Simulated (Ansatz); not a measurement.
Space group Im-3m (No. 229). a = 3.930 Å, b = 3.930 Å, c = 3.930 Å, α = 90.00°, β = 90.00°, γ = 90.00°
```tsv
atom	site	symmetry	x	y	z
Pb	2a	m-3m	0.0000	0.0000	0.0000
```

Equation of state of this Pb structure (not necessarily the ground state), with shape and atoms relaxed at each volume where symmetry leaves them free. It has no gap at any of these volumes. The calculation used DFT PBE+D3(BJ), scalar-relativistic, plane waves, PAW (Ansatz 0.2.0).

Cutoff 420 eV; k points 16×16×16 on the computed 1-atom cell (Γ-centred); Gaussian smearing, width 0.10 eV; no spin polarisation.

```json
{"V (Å³/atom)": "26.707", "E − E(largest V) (meV/atom)": "42.99", "P (GPa)": "7.72"}
{"V (Å³/atom)": "27.617", "E − E(largest V) (meV/atom)": "6.36", "P (GPa)": "5.24"}
{"V (Å³/atom)": "28.527", "E − E(largest V) (meV/atom)": "-17.33", "P (GPa)": "3.17"}
{"V (Å³/atom)": "29.438", "E − E(largest V) (meV/atom)": "-30.39", "P (GPa)": "1.45"}
{"V (Å³/atom)": "30.348", "E − E(largest V) (meV/atom)": "-34.52", "P (GPa)": "0.00"}
{"V (Å³/atom)": "31.259", "E − E(largest V) (meV/atom)": "-31.10", "P (GPa)": "-1.22"}
{"V (Å³/atom)": "32.169", "E − E(largest V) (meV/atom)": "-21.31", "P (GPa)": "-2.24"}
{"V (Å³/atom)": "33.383", "E − E(largest V) (meV/atom)": "0.00", "P (GPa)": "-3.32"}
```

Question: Fit a third-order Birch–Murnaghan equation to E(V).

Answer: V0 = 30.36 Å³/atom, B0 = 44 GPa, B0' = 4.8.

Spin-orbit coupling is left out, which matters for the bands of heavy elements. An atom lies near a switch of its D3 coefficient C6 between reference coordination numbers, so the dispersion energy changes steeply there and can make or shift the minimum.

This bcc form isn't the element's structure at ambient conditions.